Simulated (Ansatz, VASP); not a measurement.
**Ta: VASP beside Ansatz**

```
Ta
1.0
     3.74803    0.00000    0.00000
    -1.87402    3.24589    0.00000
     0.00000    0.00000    6.18426
Ta
4
Direct
  0.33333 0.66667 0.43750
  0.66667 0.33333 0.93750
  0.66667 0.33333 0.56250
  0.33333 0.66667 0.06250
```

Alike in both runs: task single point; functional r2SCAN; k mesh 6 × 6 × 4; occupations gaussian, width 0.1 eV; no spin polarisation.

|  | VASP | Ansatz |
| --- | --- | --- |
| version | VASP 6.6.1 | Ansatz 0.2.0 |
| potentials or method | VASP PAW PBE potentials, release 64 (Ta_pv) | scalar-relativistic, plane waves, PAW |
| plane-wave cutoff (eV) | 520 | 500 |
| valence electrons in the cell | 44 | 52 |

```tsv
	VASP	Ansatz	Ansatz less VASP
gap on the k mesh at the Fermi level (eV)	none	none	-
rms of the force components (eV/Å)	0.171	0.172	+0.0005
```

Atom by atom the forces differ by 0.000 eV/Å (rms over components). A gap of «none» marks a metal or a gap that the smearing closes. With one functional, cell and mesh, what is left measures potentials, basis and numerics. The two sets of potentials don't hold the same shells in valence.

Caveats: the PAW data sets were made with another functional, which shifts forces and pressure a little (VASP). The runs have no spin-orbit coupling, so splittings on Ta are missing.
